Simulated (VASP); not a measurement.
# Al2Cu (I4/mcm) in VASP: notebook, part 2 of 2

VASP 6.6.1.

## (3) Relaxation of cell and atoms, PBE

This run uses another cell than the first one, of 14.95 Å³/atom, 1.042 times its volume.

INCAR reads:

```
PREC = Accurate
ENCUT = 600
EDIFF = 1E-6
ISMEAR = 1
SIGMA = 0.1
LREAL = False
LASPH = True
NELM = 120
ALGO = Normal
ISIF = 3
LWAVE = False
LCHARG = False
GGA = PE
IBRION = 2
NSW = 80
EDIFFG = -0.005
KPAR = 4
```

KPOINTS reads:

```
Automatic mesh
0
Gamma
  12 12 12
```

POSCAR reads:

```
Al2Cu                                   
1.0
   -3.0318074712      3.0318074712      2.4393653370
    3.0318074712     -3.0318074712      2.4393653370
    3.0318074712      3.0318074712     -2.4393653370
  Al              Cu            
     4     2
Direct
     0.3418445292373408    0.1581554707626592    0.5000000000000000
     0.1581554707626592    0.6581554707626591    0.8163109415253256
     0.8418445292373409    0.3418445292373408    0.1836890584746745
     0.6581554707626591    0.8418445292373409    0.5000000000000000
     0.7500000000000000    0.7500000000000000    0.0000000000000000
     0.2500000000000000    0.2500000000000000    0.0000000000000000
```

Potentials or basis: VASP PAW PBE potentials, release 64 (Al, Cu).

Run with:

```
cat potpaw_PBE.64/Al/POTCAR potpaw_PBE.64/Cu/POTCAR > POTCAR
mpirun -np 4 vasp_std > vasp.out
```

OUTCAR:

```text
PREC = Accurate
   ENCUT = 600
   EDIFF = 1E-6
   ISMEAR = 1
   LREAL = False
   LASPH = True
   NELM = 120
   ISIF = 3
   GGA = PE
   IBRION = 2
   NSW = 80
   EDIFFG = -0.005

 ion  position               nearest neighbor table
   1  0.342  0.158  0.500-   5 2.59   6 2.59   6 2.59   5 2.59   4 2.71   4 2.90   4 2.90   2 3.10
                             3 3.10   2 3.10   3 3.10   2 3.23   3 3.23   3 3.23   2 3.23
   2  0.158  0.658  0.816-   5 2.59   6 2.59   5 2.59   6 2.59   3 2.71   3 2.90   3 2.90   1 3.10
                             4 3.10   4 3.10   1 3.10   1 3.23   4 3.23   1 3.23   4 3.23
   3  0.842  0.342  0.184-   5 2.59   6 2.59   5 2.59   6 2.59   2 2.71   2 2.90   2 2.90   1 3.10
                             4 3.10   4 3.10   1 3.10   1 3.23   4 3.23   4 3.23   1 3.23
   4  0.658  0.842  0.500-   6 2.59   5 2.59   5 2.59   6 2.59   1 2.71   1 2.90   1 2.90   2 3.10
                             3 3.10   2 3.10   3 3.10   2 3.23   3 3.23   2 3.23   3 3.23
   5  0.750  0.750  0.000-   6 2.44   6 2.44   2 2.59   3 2.59   2 2.59   3 2.59   4 2.59   1 2.59
                             4 2.59   1 2.59
   6  0.250  0.250  0.000-   5 2.44   5 2.44   2 2.59   3 2.59   2 2.59   3 2.59   1 2.59   1 2.59
                             4 2.59   4 2.59

  LATTYP: Found a body centered tetragonal cell.
 ALAT       =     6.0636149424
 C/A-ratio  =     0.8045911095

  Lattice vectors:

 A1 = (  -3.0318074712,   3.0318074712,   2.4393653370)
 A2 = (   3.0318074712,  -3.0318074712,   2.4393653370)
 A3 = (   3.0318074712,   3.0318074712,  -2.4393653370)

Analysis of symmetry for initial positions (statically):
=====================================================================
 Subroutine PRICEL returns:
 Original cell was already a primitive cell.

 Routine SETGRP: Setting up the symmetry group for a
 body centered tetragonal supercell.

 Subroutine GETGRP returns: Found 16 space group operations
 (whereof  8 operations were pure point group operations)
 out of a pool of 16 trial point group operations.

The static configuration has the point symmetry C_4h.
 The point group associated with its full space group is D_4h.

Analysis of symmetry for dynamics (positions and initial velocities):
=====================================================================
 Subroutine PRICEL returns:
 Original cell was already a primitive cell.

 Routine SETGRP: Setting up the symmetry group for a
 body centered tetragonal supercell.

 Subroutine GETGRP returns: Found 16 space group operations
 (whereof  8 operations were pure point group operations)
 out of a pool of 16 trial point group operations.

The dynamic configuration has the point symmetry C_4h.
 The point group associated with its full space group is D_4h.

 Subroutine INISYM returns: Found 16 space group operations
 (whereof  8 operations are pure point group operations),
 and found     1 'primitive' translations

----------------------------------------------------------------------------------------

                                     Primitive cell

  volume of cell :      89.6892

  direct lattice vectors                    reciprocal lattice vectors
    -3.031807471  3.031807471  2.439365337     0.000000000  0.164918124  0.204971347
     3.031807471 -3.031807471  2.439365337     0.164918124  0.000000000  0.204971347
     3.031807471  3.031807471 -2.439365337     0.164918124  0.164918124  0.000000000

  length of vectors
     4.932972363  4.932972363  4.932972363     0.263080294  0.263080294  0.233229447
[... 76 lines left out ...]
   ions per type =               4   2
   NGX,Y,Z   is equivalent  to a cutoff of  13.48, 13.48, 13.48 a.u.
   NGXF,Y,Z  is equivalent  to a cutoff of  26.96, 26.96, 26.96 a.u.
 SYSTEM =  unknown system
   PREC   = accura    normal or accurate (medium, high low for compatibility)
   ISTART =      0    job   : 0-new  1-cont  2-samecut
   ICHARG =      2    charge: 1-file 2-atom 10-const
   ISPIN  =      1    spin polarized calculation?
   LNONCOLLINEAR =      F non collinear calculations
   LSORBIT =      F    spin-orbit coupling
   LASPH  =      T    aspherical Exc in radial PAW
   ENCUT  =  600.0 eV  44.10 Ry    6.64 a.u.   9.85  9.85  9.85*2*pi/ulx,y,z
   NELM   =    120;   NELMIN=  2; NELMDL= -5     # of ELM steps
   EDIFF  = 0.1E-05   stopping-criterion for ELM
   LREAL  =      F    real-space projection
   EDIFFG = -.5E-02   stopping-criterion for IOM
   NSW    =     80    number of steps for IOM
   IBRION =      2    ionic relax: 0-MD 1-quasi-New 2-CG
   NFREE  =      1    steps in history (QN), initial steepest desc. (CG)
   ISIF   =      3    stress and relaxation
   ISYM   =      2    0-nonsym 1-usesym 2-fastsym
   POTIM  = 0.5000    time-step for ionic-motion
   TEBEG  =    0.0;   TEEND  =   0.0 temperature during run
   PSTRESS=    0.0 pullay stress
   NELECT =      34.0000    total number of electrons
   NUPDOWN=      -1.0000    fix difference up-down
   EMIN   =  10.00;   EMAX   =-10.00  energy-range for DOS
   EFERMI =   0.00;   METHOD = LEGACY
   ISMEAR =     1;   SIGMA  =   0.10  broadening in eV -4-tet -1-fermi 0-gaus
   EFERMI_NEDOS =   21; number of points for ismear=-14 and -15
   IALGO  =     38    algorithm
   IMIX   =      4    mixing-type and parameters
     AMIX     =   0.40;   BMIX     =  1.00
     AMIX_MAG =   1.60;   BMIX_MAG =  1.00
  volume/ion in A,a.u.               =      14.95       100.88
  Fermi-wavevector in a.u.,A,eV,Ry     =   1.184826  2.238996 19.100019  1.403812
  Thomas-Fermi vector in A             =   2.321032
   LORBIT       =      0    0 simple, 1 ext, 2 COOP (PROOUT), +10 PAW based schemes
   GGA     = PE    functional components
   LHFCALC =     F    Hartree Fock is set to
   AEXX    =    0.0000 exact exchange contribution
   IVDW    =     0    specifies the selected vdW correction
   LEPSILON=     F    determine dielectric tensor
   LRPA    =     F    only Hartree local field effects (RPA)
 conjugate gradient relaxation of ions
 non-spin polarized calculation
 Methfessel and Paxton  Order N= 1 SIGMA  =   0.10
  energy-cutoff  :      600.00
  volume of cell :       89.69
 maximum number of plane-waves:      3020
   NGX = 19   NGY = 19   NGZ = 19

--------------------------------------- Ionic step        1  -------------------------------------------

 number of electron      33.9999977 magnetization

 Free energy of the ion-electron system (eV)
  ---------------------------------------------------
  ext. energy  EPLUGINS =         0.00000000
  ---------------------------------------------------
  free energy    TOTEN  =       -23.37829496 eV

  energy without entropy =      -23.37894744  energy(sigma->0) =      -23.37851246

------------------------ aborting loop because EDIFF is reached ----------------------------------------

  FORCE on cell =-STRESS in cart. coord.  units (eV):
  Direction    XX          YY          ZZ          XY          YZ          ZX
  --------------------------------------------------------------------------------------
  -------------------------------------------------------------------------------------
  Total       -0.0540944     -0.0540944     -0.0285483      0.0000000     -0.0000000      0.0000000
  in kB       -0.9663250     -0.9663250     -0.5099776      0.0000000     -0.0000000      0.0000000
  external PRESSURE =      -0.8142092 kB  Pullay stress =       0.0000000 kB
[... 67 lines left out ...]
--------------------------------------- Ionic step        3  -------------------------------------------

 number of electron      33.9999977 magnetization

 Free energy of the ion-electron system (eV)
  ---------------------------------------------------
  ext. energy  EPLUGINS =         0.00000000
  ---------------------------------------------------
  free energy    TOTEN  =       -23.37829705 eV

  energy without entropy =      -23.37894598  energy(sigma->0) =      -23.37851336

 E-fermi :   7.9218     XC(G=0): -10.8455

 val. band max:        7.9150059962   @ k =   0.2500   0.0833  -0.0000
 cond. band min:       7.9255962587   @ k =  -0.2500   0.5000   0.0833
 fundamental gap:      0.0105902625
 Fermi energy:         7.9217605033

 k-point     1 :       0.0000    0.0000    0.0000
  band No.  band energies     occupation
      1      -2.7830      2.00000
      2       2.6571      2.00000
      3       2.8661      2.00000
      4       2.8661      2.00000
      5       2.8932      2.00000
      6       3.7705      2.00000
[... 565 lines left out ...]
     20       9.8665     -0.00000
     21      10.9211      0.00000

 [... further k-points ...]

------------------------ aborting loop because EDIFF is reached ----------------------------------------

  FORCE on cell =-STRESS in cart. coord.  units (eV):
  Direction    XX          YY          ZZ          XY          YZ          ZX
  --------------------------------------------------------------------------------------
  -------------------------------------------------------------------------------------
  Total        0.0032670      0.0032670      0.0195970      0.0000000     -0.0000000      0.0000000
  in kB        0.0583800      0.0583800      0.3501878      0.0000000     -0.0000000      0.0000000
  external PRESSURE =       0.1556493 kB  Pullay stress =       0.0000000 kB
[... 21 lines left out ...]
  FREE ENERGIE OF THE ION-ELECTRON SYSTEM (eV)
  ---------------------------------------------------
  free  energy   TOTEN  =       -23.3782970516 eV

  energy  without entropy=      -23.3789459832  energy(sigma->0) =      -23.37851336

 reached required accuracy - stopping structural energy minimisation
```

It took 1.9 min on 4 MPI ranks of Intel Xeon 6975P-C (Granite Rapids), shared host; peak memory 0.5 GiB.

Results:

* Free energy: -23.3783 eV
* Relaxed volume: 14.94 Å³/atom
* Relaxed cell: a = 4.932 Å, b = 4.932 Å, c = 4.932 Å, α = 104.16°, β = 104.16°, γ = 120.72°
* Space group after relaxing (to 0.05 Å): I4/mcm (No. 140)
* Energy gained by relaxing: 0.0 meV/atom
* Ionic steps: 3
* Pressure after relaxing: 0.0 GPa
* Band gap on the k mesh: none (metal or under the smearing width)

Final structure:
```
CELL_PARAMETERS angstrom
-3.03142 3.03142 2.43920
3.03142 -3.03142 2.43920
3.03142 3.03142 -2.43920
ATOMIC_POSITIONS crystal
Al 0.34184 0.15816 0.50000
Al 0.15816 0.65816 0.81631
Al 0.84184 0.34184 0.18369
Al 0.65816 0.84184 0.50000
Cu 0.75000 0.75000 0.00000
Cu 0.25000 0.25000 0.00000
```
